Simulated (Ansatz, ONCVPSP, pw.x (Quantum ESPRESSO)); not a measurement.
From atom to crystal: ONCV potential for tungsten (W)

ONCVPSP 4.0.1.1 (patched build) input, shortened (lines: element, Z, core and valence counts, functional; n l f; lmax; l rc ep ncon nbas qcut; lloc lpopt rc5 dvloc0; l nproj debl; icmod fcfact rcfact), PBE, scalar-relativistic:

```
  W 74.00   10    4        4      upf
    1    0    2.00
    2    0    2.00
    2    1    6.00
    3    0    2.00
    3    1    6.00
    3    2   10.00
    4    0    2.00
    4    1    6.00
    4    2   10.00
    4    3   14.00
    5    0    2.00
    5    1    6.00
    5    2    4.50
    6    0    1.50
    2
    0    1.55    0.00    3    8    8.40
    1    1.90    0.00    3    6    9.10
    2    2.45    0.00    3    8    7.70
    4    5    1.50    0.00
    0    2    3.40
    1    2    1.30
    2    1    0.60
    3    4.00    1.15
```

In the p channel the program set the typed energies aside and used -1.553, 0.250 Ha.

Crystal test: sc W in pw.x 7.5, no spin, 12³ k-points, Fermi–Dirac smearing 0.01 Ry, cutoffs 70/280 Ry. The reference is all-electron LAPW (Ansatz 0.2.0) with the same functional, mesh and smearing; V0 and B0 come from Birch–Murnaghan fits to the pressures at five volumes. Errors are pseudo minus all-electron; Δ is the rms difference of the E(V) curves that follow from these fits, minima aligned, over ±6 % about the mean V0. Mesh and smearing are coarse, so the numbers serve the comparison and aren't converged zero-temperature values; the lattice is a test structure that the element need not adopt.

```json
{"V (Å³/atom)": "17.612", "P all-electron (GPa)": "9.79", "P pseudo (GPa)": "7.02"}
{"V (Å³/atom)": "18.076", "P all-electron (GPa)": "3.46", "P pseudo (GPa)": "0.98"}
{"V (Å³/atom)": "18.539", "P all-electron (GPa)": "-2.09", "P pseudo (GPa)": "-4.31"}
{"V (Å³/atom)": "19.002", "P all-electron (GPa)": "-6.95", "P pseudo (GPa)": "-8.95"}
{"V (Å³/atom)": "19.466", "P all-electron (GPa)": "-11.21", "P pseudo (GPa)": "-13.01"}
```

All-electron: a0 = 2.638 Å (V0 = 18.36 Å³/atom), B0 = 216.4 GPa.

Pseudopotential: mean pressure error (GPa): -2.26; a0 (Å): 2.628; a0 error (%): -0.37; B0 error (%): -0.1; Δ (meV/atom): 9.6.

At the middle volume, how do free energy and pressure move when the wave cutoff is lowered (ecutrho kept at four times it)?

```tsv
cutoff (Ry)	shift of F (meV/atom)	shift of P (GPa)
32	+2170.5	-64.07
42	+347.8	-17.31
56	+10.2	-1.01
```

The run at the middle volume (84 k-points, 7 iterations) took about 27 s on one core of a shared host (Neoverse-N1, 64 threads, 124 GiB, load 60).
